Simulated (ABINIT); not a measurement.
TiC:

```
CELL_PARAMETERS angstrom
0.00000 2.16572 2.16572
2.16572 0.00000 2.16572
2.16572 2.16572 0.00000
ATOMIC_POSITIONS crystal
Ti 0.00000 0.00000 0.00000
C 0.50000 0.50000 0.50000
```

The cell is a database's computed one.

Base run:

```yaml
Program: ABINIT 10.8.3 (patched build)
Functional: PBEsol
Potentials_or_basis: JTH PAW PBE v2.0
Cutoff: 517 eV
k_mesh: 14 × 14 × 14
Occupations: fermi-dirac, width 0.05 eV
Spin: no spin polarisation
```

Its results: band gap on the k mesh none (metal or under the smearing width); pressure -6.0 GPa.

Q: After a change of settings the same cell gave: band gap on the k mesh none (metal or under the smearing width); pressure -6.9 GPa. Which change was it?
A. functional from PBEsol to rPW86PBE; k mesh from 14 × 14 × 14 to 11 × 11 × 11
B. functional from PBEsol to PBE; k mesh from 14 × 14 × 14 to 9 × 9 × 9
C. functional from PBEsol to PBE; k mesh from 14 × 14 × 14 to 7 × 7 × 7
D. k mesh from 14 × 14 × 14 to 4 × 4 × 4

A: D.

Caveats: some runs use coarse meshes; the PAW data sets were made with another functional, which shifts forces and pressure a little.

Not every run made on this cell is shown here.
